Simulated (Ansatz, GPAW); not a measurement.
# A Pd chain with two C atoms in line: relaxation, then transmission at several levels, part 2 of 2

Wanted: T(E) of a Pd chain with two C atoms in line at a relaxed geometry in two programs, beside the unrelaxed structure.

GPAW 26.7.0 and Ansatz 0.2.0; Ansatz plane waves; relaxation of the junction with the lead ends held (the session's first sound run).

So far, transmission at the Fermi level (one spin): step 3 (plane waves, PBE) 2.47; step 4 (GPAW, dzp, PBE, GPAW) 2.46.

### 5. Single-zeta polarised basis

The second zeta is dropped, the polarisation orbitals stay.

File run.py:

```python
import json
import numpy as np
from ase import Atoms
from ase.transport.calculators import TransportCalculator
from gpaw import GPAW, FermiDirac
from gpaw.lcao.tools import get_lcao_hamiltonian
from scipy.linalg import eigh

# The junction with lead layers at both ends, along the third cell vector
device = Atoms(
    ['Pd', 'Pd', 'Pd', 'Pd', 'Pd', 'Pd', 'Pd', 'Pd', 'C', 'C', 'Pd', 'Pd', 'Pd', 'Pd', 'Pd', 'Pd', 'Pd', 'Pd'],
    positions=[
        [4.50000, 4.50000, 1.25000],
        [4.50000, 4.50000, 3.75000],
        [4.50000, 4.50000, 6.25000],
        [4.50000, 4.50000, 8.75000],
        [4.50000, 4.50000, 11.25000],
        [4.50000, 4.50000, 13.75000],
        [4.48710, 4.24994, 16.33299],
        [4.49330, 5.10719, 18.79022],
        [4.47704, 4.61956, 20.61789],
        [4.44232, 4.40367, 21.88615],
        [4.31041, 3.92956, 23.71242],
        [4.56480, 4.76021, 26.16578],
        [4.50000, 4.50000, 28.74700],
        [4.50000, 4.50000, 31.24700],
        [4.50000, 4.50000, 33.74700],
        [4.50000, 4.50000, 36.24700],
        [4.50000, 4.50000, 38.74700],
        [4.50000, 4.50000, 41.24700]],
    cell=[[9.0, 0.0, 0.0], [0.0, 9.0, 0.0], [0.0, 0.0, 42.497]],
    pbc=True)

# One principal layer of the lead: the first 5 atoms of the device
lead = Atoms(
    ['Pd', 'Pd', 'Pd', 'Pd', 'Pd'],
    positions=[
        [4.50000, 4.50000, 1.25000],
        [4.50000, 4.50000, 3.75000],
        [4.50000, 4.50000, 6.25000],
        [4.50000, 4.50000, 8.75000],
        [4.50000, 4.50000, 11.25000]],
    cell=[[9.0, 0.0, 0.0], [0.0, 9.0, 0.0], [0.0, 0.0, 12.5]],
    pbc=True)

settings = dict(mode='lcao', basis='szp(dzp)', xc='PBE', h=0.2,
                occupations=FermiDirac(0.1), maxiter=250,
                mixer=dict(beta=0.1, nmaxold=8, weight=100.0),
                convergence=dict(density=0.0001))
energies = np.arange(-2, 2 + 1e-9, 0.025)
eta = 0.0001
n1, n2 = 1, 1
# k and -k transmit alike, so half of the mesh across the current serves
mesh = [(i, j) for i in range(n1) for j in range(n2) if (i, j) <= (-i % n1, -j % n2)]
weights = np.array([1 if (i, j) == (-i % n1, -j % n2) else 2 for i, j in mesh]) / (n1 * n2)

# [... helper functions left out ...]
fermi_lead = ground_state(lead, (1, 1, 9), 'lead.txt')
fermi_device = ground_state(device, (1, 1, 2), 'device.txt')
# [... loop over the mesh left out, but for ...]
        # Shift the lead onto the potential of the device's first layer
        shift = ((H[:, 0, 0] - H0[:, 0, 0]) / S0[0, 0]).real.mean()
# [...]
kT = 8.617333e-5 * 300
bias = [0.1, 0.2, 0.5, 1.0, 1.5, 2.0]
# [... integrals and printing left out ...]
```

Launch:

```
> OMP_NUM_THREADS=1 OPENBLAS_NUM_THREADS=1 python run.py
```

Elapsed: 3.9 min, on 1 thread of Arm Neoverse V2, shared host; peak memory 1.6 GiB.

Numbers from this step:

```yaml
conductance: 1.817 G₀
largest_coupling_past_the_next_principal_layer: 1.09e-4 eV
largest_misfit_of_the_first_principal_layer: 0.06656 eV
shift_that_aligns_the_lead: -2.62e-4 eV
basis_functions_of_the_junction: 258
basis_functions_of_a_principal_layer: 75
transmission_at_the_fermi_level_one_spin: 2.014
```

One spin. The transmission, zone mean by energy, zero at the Fermi level:

| energy (eV) | transmission, zone mean |
| --- | --- |
| -2.000 | 0.661 |
| -1.900 | 0.736 |
| -1.800 | 0.854 |
| -1.700 | 1.02 |
| -1.600 | 1.24 |
| -1.500 | 1.40 |
| -1.475 | 1.41 |
| -1.400 | 1.31 |
| -1.300 | 0.875 |
| -1.200 | 0.615 |
| -1.100 | 0.514 |
| -1.000 | 1.04 |
| -0.900 | 1.48 |
| -0.875 | 1.50 |
| -0.800 | 1.34 |
| -0.700 | 0.967 |
| -0.625 | 1.44 |
| -0.600 | 0.687 |
| -0.500 | 1.16 |
| -0.400 | 1.73 |
| -0.300 | 1.61 |
| -0.200 | 1.98 |
| -0.100 | 2.52 |
| -0.075 | 2.59 |
| 0.000 | 2.01 |
| 0.100 | 0.568 |
| 0.200 | 0.298 |
| 0.300 | 0.195 |
| 0.400 | 0.147 |
| 0.500 | 0.121 |
| 0.600 | 0.105 |
| 0.700 | 0.0935 |
| 0.800 | 0.0846 |
| 0.900 | 0.0777 |
| 1.000 | 0.0722 |
| 1.100 | 0.0679 |
| 1.200 | 0.0647 |
| 1.300 | 0.0622 |
| 1.400 | 0.0605 |
| 1.500 | 0.0593 |
| 1.600 | 0.0587 |
| 1.700 | 0.0585 |
| 1.800 | 0.0588 |
| 1.900 | 0.0594 |
| 2.000 | 0.0604 |

The conductance, 1.82 G₀, lies 22 % below that of the dzp run.

### 6. Minimal basis

The minimal basis is the cheapest rung: no second zeta and no polarisation.

Edit run.py of step 5 so:

```diff
@@ -45,3 +45,3 @@
 
-settings = dict(mode='lcao', basis='szp(dzp)', xc='PBE', h=0.2,
+settings = dict(mode='lcao', basis='sz(dzp)', xc='PBE', h=0.2,
                 occupations=FermiDirac(0.1), maxiter=250,
```

Elapsed: 3 min, on 1 thread; peak memory 1.5 GiB.

This step gave:

```yaml
conductance: 1.766 G₀
largest_misfit_of_the_first_principal_layer: 0.03924 eV
shift_that_aligns_the_lead: -3.13e-4 eV
basis_functions_of_the_junction: 200
basis_functions_of_a_principal_layer: 60
transmission_at_the_fermi_level_one_spin: 1.885
```

The conductance, 1.77 G₀, lies 24 % below that of the dzp run.

### 7. RPBE in the dzp basis: xc = "RPBE"

Back in the dzp basis, the functional changes from PBE to RPBE, to set the spread between functionals beside that between bases.

Edit run.py of step 6 so:

```diff
@@ -45,3 +45,3 @@
 
-settings = dict(mode='lcao', basis='sz(dzp)', xc='PBE', h=0.2,
+settings = dict(mode='lcao', basis='dzp', xc='RPBE', h=0.2,
                 occupations=FermiDirac(0.1), maxiter=250,
```

Wall time 6.3 min (1 thread); peak memory 1.7 GiB.

Numbers from this step:

* conductance: 2.336 G₀
* largest coupling past the next principal layer: 1.02e-4 eV
* largest misfit of the first principal layer: 0.04837 eV
* shift that aligns the lead: -0.001194 eV
* basis functions of the junction: 458
* basis functions of a principal layer: 135
* transmission at the Fermi level (one spin): 2.466

One spin. Table of transmission, zone mean by energy, zero at the Fermi level:

| energy (eV) | transmission, zone mean |
| --- | --- |
| -2.000 | 0.984 |
| -1.900 | 1.03 |
| -1.800 | 1.13 |
| -1.700 | 1.27 |
| -1.600 | 1.45 |
| -1.500 | 1.63 |
| -1.400 | 1.73 |
| -1.375 | 1.74 |
| -1.300 | 1.68 |
| -1.200 | 1.40 |
| -1.100 | 0.919 |
| -1.000 | 0.524 |
| -0.900 | 0.705 |
| -0.800 | 1.83 |
| -0.775 | 1.84 |
| -0.700 | 1.62 |
| -0.600 | 1.24 |
| -0.525 | 1.84 |
| -0.500 | 1.27 |
| -0.400 | 1.70 |
| -0.300 | 1.74 |
| -0.200 | 2.32 |
| -0.100 | 2.79 |
| 0.000 | 2.47 |
| 0.100 | 0.935 |
| 0.200 | 0.405 |
| 0.300 | 0.308 |
| 0.400 | 0.240 |
| 0.500 | 0.192 |
| 0.600 | 0.158 |
| 0.700 | 0.134 |
| 0.800 | 0.115 |
| 0.900 | 0.102 |
| 1.000 | 0.0920 |
| 1.100 | 0.0847 |
| 1.200 | 0.0794 |
| 1.300 | 0.0756 |
| 1.400 | 0.0730 |
| 1.500 | 0.0713 |
| 1.600 | 0.0703 |
| 1.700 | 0.0701 |
| 1.800 | 0.0704 |
| 1.900 | 0.0712 |
| 2.000 | 0.0724 |

The conductance equals that of the dzp run to 0.2 %.

### 8. The structure as built: geometry = "as built"

The dzp basis with PBE on the structure as first built shows what the relaxation was worth.

Edit run.py of step 7 so:

```diff
@@ -18,8 +18,8 @@
         [4.50000, 4.50000, 13.75000],
-        [4.48710, 4.24994, 16.33299],
-        [4.49330, 5.10719, 18.79022],
-        [4.47704, 4.61956, 20.61789],
-        [4.44232, 4.40367, 21.88615],
-        [4.31041, 3.92956, 23.71242],
-        [4.56480, 4.76021, 26.16578],
+        [4.50000, 4.50000, 16.25000],
+        [4.50000, 4.50000, 18.75000],
+        [4.50000, 4.50000, 20.60850],
+        [4.50000, 4.50000, 21.88850],
+        [4.50000, 4.50000, 23.74700],
+        [4.50000, 4.50000, 26.24700],
         [4.50000, 4.50000, 28.74700],
@@ -45,3 +45,3 @@
 
-settings = dict(mode='lcao', basis='dzp', xc='RPBE', h=0.2,
+settings = dict(mode='lcao', basis='dzp', xc='PBE', h=0.2,
                 occupations=FermiDirac(0.1), maxiter=250,
```

Elapsed: 4.8 min, on 1 thread; peak memory 1.7 GiB.

Numbers from this step:

```yaml
conductance: 2.785 G₀
largest_coupling_past_the_next_principal_layer: 1.07e-4 eV
largest_misfit_of_the_first_principal_layer: 0.04101 eV
shift_that_aligns_the_lead: 6.30e-4 eV
transmission_at_the_fermi_level_one_spin: 2.827
```

One spin. Table of transmission, zone mean by energy, zero at the Fermi level:

energy (eV), transmission, zone mean and a bar:
```
   -2.000       1.54 ################
   -1.800       1.70 ##################
   -1.600       1.59 #################
   -1.400       1.39 ##############
   -1.200       1.23 #############
   -1.000       1.22 #############
   -0.800       1.44 ###############
   -0.600       2.00 #####################
   -0.400       2.47 ##########################
   -0.200       2.73 #############################
   -0.050       2.83 ##############################
    0.000       2.83 ##############################
    0.200       0.90 #########
    0.400       0.35 ###
    0.600       0.15 #
    0.800       0.09 #
    1.000       0.07 
    1.200       0.06 
    1.400       0.05 
    1.600       0.04 
    1.800       0.04 
    2.000       0.04
```

The conductance, 2.79 G₀, lies 19 % above that of the dzp run.

### 9. All levels side by side

Times are wall times on the hardware named with each run. The series side by side:

| no. | run | conductance (G₀) | time | memory (GiB) |
| --- | --- | --- | --- | --- |
| 1 | pw PBE | 2.377 | 2.3 min | 5.2 |
| 2 | dzp | 2.337 | 6.5 min | 1.7 |
| 3 | szp | 1.817 | 3.9 min | 1.6 |
| 4 | sz | 1.766 | 3 min | 1.5 |
| 5 | dzp RPBE | 2.336 | 6.3 min | 1.7 |
| 6 | asbuilt | 2.785 | 4.8 min | 1.7 |

### 10. Comparison

The curves are compared point by point over the common energies.

This step: comparison of transmission and cost over codes, levels and geometry (GPAW 26.7.0).

Ladder, by row:

| step | code | T at the Fermi level (sum over the listed spins) | conductance (G0) | r.m.s. T(E) from the first | wall time (s) | peak memory (GiB) | threads |
| --- | --- | --- | --- | --- | --- | --- | --- |
| pw-pbe | Ansatz | 2.465 | 2.377 | 0 | 137.2 | 5.23 | 4 |
| dzp | GPAW | 2.455 | 2.337 | 0.226 | 387.3 | 1.72 | 1 |
| szp | GPAW | 2.014 | 1.817 | 0.3403 | 236 | 1.61 | 1 |
| sz | GPAW | 1.885 | 1.766 | 0.2256 | 177.4 | 1.54 | 1 |
| dzp-RPBE | GPAW | 2.466 | 2.336 | 0.2054 | 376.5 | 1.71 | 1 |
| asbuilt | GPAW | 2.827 | 2.785 | 0.398 | 286.2 | 1.71 | 1 |

The transmission, zone mean, sum over the listed spins by energy, zero at the Fermi level:

| energy (eV) | pw-pbe | dzp | szp | sz | dzp-RPBE | asbuilt |
| --- | --- | --- | --- | --- | --- | --- |
| -2.000 | 1.12 | 1.01 | 0.661 | 0.805 | 0.984 | 1.54 |
| -1.900 | 1.15 | 1.05 | 0.736 | 0.881 | 1.03 | 1.67 |
| -1.800 | 1.25 | 1.15 | 0.854 | 1.00 | 1.13 | 1.70 |
| -1.700 | 1.41 | 1.29 | 1.02 | 1.17 | 1.27 | 1.67 |
| -1.600 | 1.60 | 1.47 | 1.24 | 1.39 | 1.45 | 1.59 |
| -1.500 | 1.76 | 1.64 | 1.40 | 1.57 | 1.63 | 1.49 |
| -1.425 | 1.80 | 1.73 | 1.37 | 1.58 | 1.72 | 1.41 |
| -1.400 | 1.79 | 1.74 | 1.31 | 1.55 | 1.73 | 1.39 |
| -1.300 | 1.61 | 1.70 | 0.875 | 1.17 | 1.68 | 1.29 |
| -1.200 | 1.15 | 1.45 | 0.615 | 0.725 | 1.40 | 1.23 |
| -1.100 | 0.650 | 1.01 | 0.514 | 0.514 | 0.919 | 1.21 |
| -1.000 | 0.525 | 0.548 | 1.04 | 0.850 | 0.524 | 1.22 |
| -0.900 | 1.61 | 0.549 | 1.48 | 1.64 | 0.705 | 1.29 |
| -0.875 | 1.76 | 0.814 | 1.50 | 1.70 | 1.05 | 1.32 |
| -0.850 | 1.80 | 1.21 | 1.48 | 1.72 | 1.45 | 1.36 |
| -0.800 | 1.75 | 1.80 | 1.34 | 1.67 | 1.83 | 1.44 |
| -0.700 | 1.39 | 1.66 | 0.967 | 1.19 | 1.62 | 1.67 |
| -0.600 | 2.04 | 1.29 | 0.687 | 1.81 | 1.24 | 2.00 |
| -0.500 | 1.13 | 1.93 | 1.16 | 1.12 | 1.27 | 2.38 |
| -0.400 | 1.81 | 1.66 | 1.73 | 1.84 | 1.70 | 2.47 |
| -0.300 | 1.93 | 1.78 | 1.61 | 1.94 | 1.74 | 2.60 |
| -0.200 | 2.43 | 2.34 | 1.98 | 2.28 | 2.32 | 2.73 |
| -0.125 | 2.64 | 2.72 | 2.41 | 2.44 | 2.75 | 2.80 |
| -0.100 | 2.66 | 2.76 | 2.52 | 2.42 | 2.79 | 2.82 |
| -0.075 | 2.65 | 2.75 | 2.59 | 2.38 | 2.79 | 2.83 |
| 0.000 | 2.47 | 2.46 | 2.01 | 1.88 | 2.47 | 2.83 |
| 0.100 | 1.41 | 1.09 | 0.568 | 0.783 | 0.935 | 2.58 |
| 0.200 | 0.334 | 0.391 | 0.298 | 0.408 | 0.405 | 0.901 |
| 0.300 | 0.263 | 0.297 | 0.195 | 0.246 | 0.308 | 0.594 |
| 0.400 | 0.206 | 0.230 | 0.147 | 0.174 | 0.240 | 0.347 |
| 0.500 | 0.166 | 0.182 | 0.121 | 0.136 | 0.192 | 0.216 |
| 0.600 | 0.137 | 0.149 | 0.105 | 0.114 | 0.158 | 0.150 |
| 0.700 | 0.116 | 0.125 | 0.0935 | 0.0985 | 0.134 | 0.113 |
| 0.800 | 0.101 | 0.107 | 0.0846 | 0.0876 | 0.115 | 0.0909 |
| 0.900 | 0.0905 | 0.0948 | 0.0777 | 0.0794 | 0.102 | 0.0768 |
| 1.000 | 0.0829 | 0.0856 | 0.0722 | 0.0732 | 0.0920 | 0.0671 |
| 1.100 | 0.0774 | 0.0790 | 0.0679 | 0.0685 | 0.0847 | 0.0602 |
| 1.200 | 0.0735 | 0.0742 | 0.0647 | 0.0650 | 0.0794 | 0.0550 |
| 1.300 | 0.0708 | 0.0708 | 0.0622 | 0.0625 | 0.0756 | 0.0510 |
| 1.400 | 0.0690 | 0.0684 | 0.0605 | 0.0608 | 0.0730 | 0.0478 |
| 1.500 | 0.0680 | 0.0670 | 0.0593 | 0.0597 | 0.0713 | 0.0451 |
| 1.600 | 0.0677 | 0.0662 | 0.0587 | 0.0592 | 0.0703 | 0.0429 |
| 1.700 | 0.0679 | 0.0660 | 0.0585 | 0.0591 | 0.0701 | 0.0409 |
| 1.800 | 0.0686 | 0.0664 | 0.0588 | 0.0596 | 0.0704 | 0.0392 |
| 1.900 | 0.0697 | 0.0672 | 0.0594 | 0.0605 | 0.0712 | 0.0377 |
| 2.000 | 0.0713 | 0.0684 | 0.0604 | 0.0619 | 0.0724 | 0.0363 |

### 11. Temperature 30, mixing 0.15, mixing history 3

Temperature enters only through the Fermi window. Mixing changes the road to self-consistency, not its end. The mixing history changes the road to self-consistency, not its end. The SCF mesh sets the Fermi level of the repeated cell.

This step: GPAW LCAO, PAW setups; Landauer transmission from Green's functions with principal layers (ASE), zero bias (GPAW 26.7.0).

Edit run.py of step 8 so:

```diff
@@ -18,8 +18,8 @@
         [4.50000, 4.50000, 13.75000],
-        [4.50000, 4.50000, 16.25000],
-        [4.50000, 4.50000, 18.75000],
-        [4.50000, 4.50000, 20.60850],
-        [4.50000, 4.50000, 21.88850],
-        [4.50000, 4.50000, 23.74700],
-        [4.50000, 4.50000, 26.24700],
+        [4.48710, 4.24994, 16.33299],
+        [4.49330, 5.10719, 18.79022],
+        [4.47704, 4.61956, 20.61789],
+        [4.44232, 4.40367, 21.88615],
+        [4.31041, 3.92956, 23.71242],
+        [4.56480, 4.76021, 26.16578],
         [4.50000, 4.50000, 28.74700],
@@ -47,3 +47,3 @@
                 occupations=FermiDirac(0.1), maxiter=250,
-                mixer=dict(beta=0.1, nmaxold=8, weight=100.0),
+                mixer=dict(beta=0.15, nmaxold=3, weight=100.0),
                 convergence=dict(density=0.0001))
@@ -58,3 +58,3 @@
 fermi_lead = ground_state(lead, (1, 1, 9), 'lead.txt')
-fermi_device = ground_state(device, (1, 1, 2), 'device.txt')
+fermi_device = ground_state(device, (1, 1, 6), 'device.txt')
 # [... loop over the mesh left out, but for ...]
@@ -63,3 +63,3 @@
 # [...]
-kT = 8.617333e-5 * 300
+kT = 8.617333e-5 * 30
 bias = [0.1, 0.2, 0.5, 1.0, 1.5, 2.0]
```

It took 24 min on 1 thread; peak memory 1.6 GiB.

Numbers from this step:

```yaml
conductance: 2.473 G₀
thermopower: 2.254 μV/K
largest_misfit_of_the_first_principal_layer: 0.04258 eV
shift_that_aligns_the_lead: -7.94e-4 eV
transmission_at_the_fermi_level_one_spin: 2.482
```

One spin. Table of transmission, zone mean by energy, zero at the Fermi level:

energy (eV), transmission, zone mean and a bar:
```
   -2.000       1.01 ###########
   -1.900       1.06 ###########
   -1.800       1.14 ############
   -1.700       1.29 ##############
   -1.600       1.47 ################
   -1.500       1.64 ##################
   -1.400       1.74 ###################
   -1.375       1.74 ###################
   -1.300       1.70 ##################
   -1.200       1.46 ################
   -1.100       0.92 ##########
   -1.000       0.55 #####
   -0.900       0.55 #####
   -0.800       1.81 ###################
   -0.775       1.86 ####################
   -0.700       1.66 ##################
   -0.600       1.29 ##############
   -0.500       1.94 #####################
   -0.400       1.66 ##################
   -0.300       1.78 ###################
   -0.200       2.34 #########################
   -0.100       2.76 ##############################
    0.000       2.48 ###########################
    0.100       1.08 ###########
    0.200       0.39 ####
    0.300       0.30 ###
    0.400       0.23 ##
    0.500       0.18 #
    0.600       0.15 #
    0.700       0.12 #
    0.800       0.11 
    0.900       0.09 
    1.000       0.09 
    1.100       0.08 
    1.200       0.07 
    1.300       0.07 
    1.400       0.07 
    1.500       0.07 
    1.600       0.07 
    1.700       0.07 
    1.800       0.07 
    1.900       0.07 
    2.000       0.07
```

Crossings of the lead's bands, unfolded to its shortest repeat. Table of open channels, zone mean by energy, zero at the Fermi level:

| energy (eV) | open channels, zone mean |
| --- | --- |
| -2.000 | 3 |
| -1.900 | 3 |
| -1.800 | 3 |
| -1.700 | 3 |
| -1.600 | 3 |
| -1.500 | 3 |
| -1.400 | 3 |
| -1.300 | 3 |
| -1.200 | 3 |
| -1.100 | 3 |
| -1.000 | 5 |
| -0.900 | 5 |
| -0.800 | 5 |
| -0.700 | 5 |
| -0.600 | 5 |
| -0.500 | 5 |
| -0.400 | 4 |
| -0.300 | 4 |
| -0.200 | 4 |
| -0.100 | 4 |
| 0.000 | 4 |
| 0.100 | 4 |
| 0.200 | 1 |
| 0.300 | 1 |
| 0.400 | 1 |
| 0.500 | 1 |
| 0.600 | 1 |
| 0.700 | 1 |
| 0.800 | 1 |
| 0.900 | 1 |
| 1.000 | 1 |
| 1.100 | 1 |
| 1.200 | 1 |
| 1.300 | 1 |
| 1.400 | 1 |
| 1.500 | 1 |
| 1.600 | 1 |
| 1.700 | 1 |
| 1.800 | 1 |
| 1.900 | 1 |
| 2.000 | 1 |

Not self-consistent under bias; the bias window is split evenly. Table of current through one cell, from the zero-bias transmission by bias:

| bias (V) | current through one cell, from the zero-bias transmission (μA) |
| --- | --- |
| 0.100 | 18.7 |
| 0.200 | 35.3 |
| 0.500 | 69.0 |
| 1.000 | 104 |
| 1.500 | 137 |
| 2.000 | 159 |

The transmission of the three most open eigenchannels by energy, zero at the Fermi level:

| energy (eV) | channel 1 | channel 2 | channel 3 |
| --- | --- | --- | --- |
| -2.000 | 0.780 | 0.224 | 0.00627 |
| -1.800 | 0.860 | 0.255 | 0.0281 |
| -1.600 | 0.922 | 0.449 | 0.0958 |
| -1.400 | 0.930 | 0.634 | 0.173 |
| -1.200 | 0.857 | 0.443 | 0.160 |
| -1.000 | 0.522 | 0.0172 | 0.00941 |
| -0.800 | 0.824 | 0.725 | 0.261 |
| -0.600 | 0.684 | 0.434 | 0.168 |
| -0.400 | 0.993 | 0.489 | 0.177 |
| -0.200 | 0.864 | 0.854 | 0.620 |
| 0.000 | 0.946 | 0.888 | 0.647 |
| 0.200 | 0.392 | 2.5e-7 | 1.4e-11 |
| 0.400 | 0.229 | 2.5e-7 | 0 |
| 0.600 | 0.149 | 2.6e-7 | 0 |
| 0.800 | 0.107 | 2.7e-7 | 0 |
| 1.000 | 0.0855 | 2.8e-7 | 0 |
| 1.200 | 0.0742 | 2.9e-7 | 0 |
| 1.400 | 0.0684 | 2.9e-7 | 0 |
| 1.600 | 0.0662 | 3.0e-7 | 0 |
| 1.800 | 0.0664 | 3.1e-7 | 0 |
| 2.000 | 0.0685 | 3.2e-7 | 0 |

With these changes, and at 30 K in place of 300 K, the conductance is 2.47 G₀ against 2.34 in the dzp run; T at the Fermi level, which temperature doesn't enter, is 2.48 against 2.46.

### 12. What came out

```json
{
  "conductance": "2.34 G₀",
  "transmission at the Fermi level, mean of the spins": "2.46",
  "open channels of the lead there": "4"
}
```

What this shows: In the dzp basis the junction conducts 2.34 G₀ at 300 K, with T = 2.46 a spin at the Fermi level; no smaller basis tried comes within 10 % of that conductance. Relaxation moved atoms by up to 0.61 Å and took the conductance from 2.79 to 2.34 G₀, as a ratio a smaller change than the step from dzp to the minimal basis. Plane waves (PBE) give T = 2.47 there. The scatterer reflects about 39 % of the incoming channels at the Fermi level. At the Fermi level the three most open eigenchannels pass 0.94, 0.88 and 0.63. Measured against the first run (pw-pbe), the nearest curve is that of dzp-RPBE (r.m.s. 0.21) and the farthest that of asbuilt (0.40). Over the compared runs wall time goes from 137 s (pw-pbe) to 387 s (dzp), on a shared host; the plane-wave run used 4 threads and the orbital runs 1. The leads kept an estimated spacing and the cell its length, so the junction may be under some tension or compression. The run had no spin polarisation, so a magnetic state, which chains and small molecules with open shells often have, wasn't tested. An evenly spaced straight chain is an idealisation: free chains tend to dimerise, zigzag or, where a band edge lies near the Fermi level, turn magnetic. The currents use the zero-bias T(E) throughout, which holds only while the bias is small against the distance to the nearest feature. Within about eight thermal energies of the Fermi level ln T(E) bends sharply from one computed energy to the next, or the lead's channel count changes, so the thermal averages, above all the thermopower, rest on an interpolation that may be rough.

[Logs are printed without paths, hosts, clocks, repeated set-up lines and the standing remarks that a program may print on its own settings, such as how far it seeks lower states.]

[Hosts, paths, dates, database ids (printed as entryN), source tags and the programs' standing remarks are cut or masked in the printed files.]
